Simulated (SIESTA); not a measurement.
**BAs under changes of volume**

One of the cells (13.626 Å³/atom); the others are scaled copies at fixed shape and fractional positions:

```
As B
1.0
     0.00000    2.38850    2.38850
     2.38850    0.00000    2.38850
     2.38850    2.38850    0.00000
As B
1 1
Cartesian
  3.5827 3.5827 3.5827
  0.0000 0.0000 0.0000
```

```yaml
Program: SIESTA 5.4.2
Functional: PBEsol
Potentials_or_basis: PseudoDojo 0.4 standard (PBEsol files)
Basis: DZP (energy shift 0.003 Ry; two zetas on semicore shells)
Grid_cutoff: 500 Ry
Energy_shift: 0.003 Ry
k_mesh: 10 × 10 × 10
Occupations: fermi-dirac, width 0.05 eV
Spin: no spin polarisation
```

```csv
volume (Å³/atom),energy over the lowest point (meV/atom),pressure (GPa),gap on the mesh (eV)
12.809,31.09,11.1,1.19
13.081,15.36,7.5,1.20
13.354,5.28,4.4,1.22
13.626,0.30,1.5,1.24
13.899,0.00,-1.1,1.26
14.171,?,?,?
14.444,11.12,-5.5,1.29
```

Task: What does the run at 14.171 Å³/atom give?

Result: Energy over the lowest point 3.68 meV/atom; pressure -3.2 GPa; gap on the mesh 1.27 eV.

Worked out: A Birch-Murnaghan fit of order 3 (a polynomial in V^(-2/3)) to the other rows has its minimum at 13.78 Å³/atom with B0 = V·E''(V) = 128 GPa and B' = 4.6. It gives 3.70 meV/atom at 14.171 Å³/atom, against the run's 3.68, and -dE/dV = -3.3 GPa, against -3.2. A straight line through the other rows of the gap, of slope 0.87 eV per unit of ln V, gives 1.27 eV, against the run's 1.27.

Energies are extrapolated to zero smearing.

Caveats: the basis of atomic orbitals isn't converged, which shifts pressures, moduli and gaps.

A mesh can miss the band edges. Spin-orbit coupling on As is left out.
